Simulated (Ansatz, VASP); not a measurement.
## One calculation of K, two programs

Contents of INCAR:

```
PREC = Accurate
ENCUT = 520
EDIFF = 1E-6
ISMEAR = -1
SIGMA = 0.1
LREAL = False
LASPH = True
NELM = 60
ALGO = Fast
ISIF = 2
LWAVE = False
LCHARG = True
GGA = RE
LELF = True
LVHAR = True
NBANDS = 10
```

The input KPOINTS:

```
regular mesh
0
Gamma
  8 8 8
```

POSCAR

```
K
1.0
    4.4663257841      0.0000000000      0.0000000000
    0.0000000000      4.4663257841      0.0000000000
    0.0000000000      0.0000000000      4.4663257841
K
1
Direct
    0.0000000000      0.0000000000      0.0000000000
```

Input for Ansatz:

```yaml
crystal:
  lattice:
    - [4.4663257841, 0.0, 0.0]
    - [0.0, 4.4663257841, 0.0]
    - [0.0, 0.0, 4.4663257841]
  atoms:
    - { symbol: K, position: [0.0, 0.0, 0.0] }
hamiltonian:
  xc: revpbe
  pseudopotentials:
    kind: paw
    azcp:
      K: "pseudopotentials/K.paw.azcp"
basis:
  ecutwfc: 420
  fft_grid_basis: typed
kpoints:
  mp_grid: { grid: [8, 8, 8], shift: [0, 0, 0] }
magnetization:
  spin_polarized: false
scf:
  occupations: { method: fermi_dirac, width: 0.1 }
  lower_state_search: "off"
output:
  stress: true
  write_density: true
  write_potential: true
  elf: true
  volumetric_format: npy
```

Alike in both runs: task single point; functional revPBE; k mesh 8 × 8 × 8; occupations fermi-dirac, width 0.1 eV; no spin polarisation.

|  | VASP | Ansatz |
| --- | --- | --- |
| version | VASP 6.6.1 | Ansatz 0.2.0 |
| potentials or method | VASP PAW PBE potentials, release 64 (K_sv) | plane waves (420 eV) with PAW, scalar-relativistic |
| plane-wave cutoff (eV) | 520 | 420 |
| valence electrons in the cell | 9 | 9 |

|  | VASP | Ansatz | Ansatz less VASP |
| --- | --- | --- | --- |
| pressure (GPa) | -0.1 | -0.1 | +0.01 |

The functional is the same, so the differences come from potentials, cutoffs and numerics.

Caveats: the PAW data sets were made with another functional, which shifts forces and pressure a little (VASP).
